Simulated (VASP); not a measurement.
Input of a VASP 6.6.1 run:

INCAR

```
SYSTEM = CdSe
PREC = Accurate
ENCUT = 520
EDIFF = 1E-7
ISMEAR = 0
SIGMA = 0.03
LREAL = .False.
LASPH = .True.
NELM = 80
ALGO = Normal
ISIF = 2
LWAVE = .False.
LCHARG = .False.
GGA = PE
LOPTICS = .True.
NBANDS = 33
NEDOS = 1000
CSHIFT = 0.1
```

The input KPOINTS:

```
Automatic mesh
0
Gamma
  8 8 8
  0 0 0
```

Contents of POSCAR:

```
CdSe                                    
1.0
    0.0000000000      3.0462087289      3.0462087289
    3.0462087289      0.0000000000      3.0462087289
    3.0462087289      3.0462087289      0.0000000000
  Cd              Se            
     1     1
Direct
     0.0000000000000000    0.0000000000000000    0.0000000000000000
     0.7500000000000000    0.7500000000000000    0.7500000000000000
```

Potentials or basis: VASP PAW PBE potentials, release 64 (Cd, Se).

Command:

```console
$ cat potpaw_PBE.64/Cd/POTCAR potpaw_PBE.64/Se/POTCAR > POTCAR
$ mpirun -np 1 vasp_std > vasp.out
```

Question: What does it give for the pressure?

Answer: 2.9 GPa.

Question: Predict the band gap on the k mesh.

Answer: 0.60 eV, direct.

Dielectric function (mean over the directions given):
```csv
energy (eV),real part,imaginary part
0.28,12.59,1.05
0.91,5.11,1.34
1.59,10.39,2.76
2.27,8.66,2.57
2.95,9.16,3.76
3.63,6.38,3.31
4.31,4.42,4.63
4.99,4.49,13.27
5.67,3.61,9.25
6.35,-0.35,6.62
7.03,0.59,6.22
7.71,-2.64,4.76
8.39,-2.21,1.82
9.07,-1.23,2.06
9.75,-0.98,1.52
10.43,-0.40,1.75
11.12,-0.55,1.16
11.80,-0.70,1.00
12.48,-0.09,0.81
13.16,-0.04,0.76
13.84,0.10,0.84
14.52,-0.03,0.95
15.20,0.02,0.63
15.88,0.23,0.43
16.56,0.32,0.57
17.24,0.13,0.53
17.92,0.36,0.36
18.60,0.48,0.37
19.28,0.53,0.43
19.96,0.55,0.44
```

Caveat: spectra need much finer meshes, so this one isn't converged; independent-particle spectra lack excitons. Expect the measured gap to be larger: semilocal functionals such as PBE lack the derivative discontinuity.
